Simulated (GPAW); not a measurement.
Wanted: an ASE script for a GPAW 26.7.0 run.

| Item | Value |
| --- | --- |
| Task | single point |
| Functional | PBEsol |
| Potentials or basis | PAW data sets generated in the run's folder for this functional |
| Cutoff | 600 eV |
| Basis | pw |
| k mesh | 10 × 10 × 2 |
| Occupations | fermi-dirac, width 0.05 eV |
| Spin | no spin polarisation |
| Maxiter | 150 |

The system is MoS2, a slab with vacuum.

```xyz
3
Lattice="3.1841 0.0000 0.0000 -1.5921 2.7575 0.0000 0.0000 0.0000 17.3346" Properties=species:S:1:pos:R:3 pbc="T T T"
Mo    0.0313   -0.0382   -0.0082
S     0.0027    1.8229   15.7841
S    -0.0186    1.8067    1.5519
```

The cell isn't the ideal one: atoms moved at random, drawn with an rms of 0.05 Å.

One way to write it, as run:

run.py

```python
from ase import Atoms
from ase.dft.bandgap import bandgap
from ase.io import write
from ase.units import GPa
from gpaw import GPAW, PW, setup_paths

setup_paths.insert(0, '.')

atoms = Atoms(['Mo', 'S', 'S'],
              cell=[[3.1841260822, 0.0, 0.0],
                    [-1.5920630411, 2.757534076, 0.0],
                    [0.0, 0.0, 17.33459995]],
              scaled_positions=[[0.002899, -0.01384, -0.000474],
                                [0.331386, 0.661075, 0.910555],
                                [0.321736, 0.655181, 0.089526]],
              pbc=True)

calc = GPAW(mode=PW(600),
            xc='PBEsol',
            kpts={'size': (10, 10, 2), 'gamma': True},
            occupations={'name': 'fermi-dirac', 'width': 0.05},
            nbands=25,
            convergence={'density': 1e-05, 'energy': 1e-05},
            maxiter=150,
            txt='gpaw.txt')
atoms.calc = calc
energy = atoms.get_potential_energy()
forces = atoms.get_forces()
stress = atoms.get_stress()
calc.write('gs.gpw')
write('result.traj', atoms)
print(f'Energy: {energy:.6f} eV')
print('Forces (eV/A):')
print(forces.round(4))
print('Stress (GPa):', (stress / GPa).round(3))
print('Fermi level:', round(calc.get_fermi_level(), 4), 'eV')
print(f'Gap: {bandgap(calc)[0]:.4f} eV, direct: {bandgap(calc, direct=True)[0]:.4f} eV')
```

Potentials or basis: PAW data sets generated in the run's folder for this functional, pw.

Run with:

```console
$ gpaw-setup -f PBEsol Mo S
$ OMP_NUM_THREADS=1 python run.py
```

It gave:

The largest force is 0.875 eV/Å and the band gap on the k mesh is 1.70 eV, indirect (least direct gap 1.89 eV).

Run time: 4.9 min on 1 thread of Arm Neoverse V1, on a shared host, peak memory 0.5 GiB.
